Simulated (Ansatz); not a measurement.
**AlCu3: under pressure**

An exercise on one series of results from a longer session: the logs are not shown, and one member is left open.

Computed with Ansatz 0.2.0 (DFT PBEsol, scalar-relativistic, plane waves, PAW, unless a step's input says otherwise).

1 further run of the same task is left out (set aside as unsound or not needed).

**Starting point**

It takes space group Fm-3m (No. 225, cubic). Conventional cell: a = 5.767 Å, b = 5.767 Å, c = 5.767 Å, α = 90.00°, β = 90.00°, γ = 90.00°. Al (site symmetry m-3m) has 8 Cu at 2.50 Å as nearest neighbours. Around Cu (site symmetry m-3m) lie 8 Cu at 2.50 Å. Cu (site symmetry -43m) has 4 Al at 2.50 Å and 4 Cu at 2.50 Å as nearest neighbours.

Coordinates:

```cif
data_structure
_symmetry_space_group_name_H-M 'Fm-3m'
_symmetry_Int_Tables_number 225
_cell_length_a 5.7669
_cell_length_b 5.7669
_cell_length_c 5.7669
_cell_angle_alpha 90.000
_cell_angle_beta 90.000
_cell_angle_gamma 90.000
_cell_volume 191.79
loop_
_atom_site_label
_atom_site_type_symbol
_atom_site_symmetry_multiplicity
_atom_site_Wyckoff_symbol
_atom_site_fract_x
_atom_site_fract_y
_atom_site_fract_z
_atom_site_occupancy
Al1 Al 4 a 0.00000 0.00000 0.00000 1
Cu1 Cu 4 b 0.50000 0.00000 0.00000 1
Cu2 Cu 8 c 0.25000 0.75000 0.75000 1
```

It goes back to an entry of the Materials Project, which need not be the stable form.

This cell was relaxed beforehand with the same method: volume 11.99 Å³/atom, gap on the mesh none (metal).

Set-up of the first run:

The input, input.yaml:

```yaml
crystal:
  lattice:
    - [0.0, 2.9020421835, 2.9020421835]
    - [2.9020421835, 0.0, 2.9020421835]
    - [2.9020421835, 2.9020421835, 0.0]
  atoms:
    - { symbol: Al, position: [0.0, 0.0, 0.0] }
    - { symbol: Cu, position: [0.5, 0.5, 0.5] }
    - { symbol: Cu, position: [0.25, 0.25, 0.25] }
    - { symbol: Cu, position: [0.75, 0.75, 0.75] }
basis:
  ecutwfc: 420
kpoints:
  mp_grid: { grid: [12, 12, 12] }
hamiltonian:
  xc: pbesol
scf:
  occupations: { method: gaussian, width: 0.1 }
output:
  forces: true
  stress: true
  eigenvalues: true
relax:
  adjacent_minimum: "off"
  f_tol: 0.008
  max_steps: 50
  cell: { stress_tol: 0.08, p_target: -2.0 }
```

On the command line:

```sh
$ ansatz run input.yaml --threads 1 --pin off --max-ram 2560MiB --backend cpu --events-out ev --progress --plain --runs-dir out
```

Steps of the session up to this table: Relaxing at -2 GPa; Target pressure 2 GPa; Target pressure 5 GPa; Relaxing at 10 GPa; 20 GPa; Target pressure 40 GPa.

One of the session's tables, all rows but one given; the rest of the session is left out.

Lengths are those of the vectors of the cell that was run:

```
P (GPa)  V (Å³/atom)  a (Å)  b (Å)  c (Å)  ΔH (eV/atom)
     -2        12.15  4.096  4.096  4.096        -0.151
      0        11.99  4.078  4.078  4.078         0.000
      2        11.83  4.060  4.060  4.060         0.149
      5        11.62  4.036  4.036  4.036         0.368
     10            ?      ?      ?      ?             ?
     20        10.81  3.940  3.940  3.940         1.416
     40        10.06  3.847  3.847  3.847         2.717
```

Estimate the missing values for P (GPa) = 10.

Worked estimate for «V (Å³/atom)». A straight line through the neighbours (5, 11.62) and (20, 10.81) gives 11.62 + (10.81 − 11.62) × (10 − 5) / (20 − 5) = 11.35; a parabola fitted to 4 rows on both sides gives 11.33.

**Answer.** V (Å³/atom): 11.32; a (Å): 4.000; b (Å): 4.000; c (Å): 4.000; ΔH (eV/atom): 0.726. In «V (Å³/atom)» the line misses by +0.03 and the parabola by +0.01.

ΔH is E + PV over the energy at zero pressure; a, b and c are the vectors of the computed cell. 

Limits of these values: Other structures may take over in this range; these runs cannot find them.
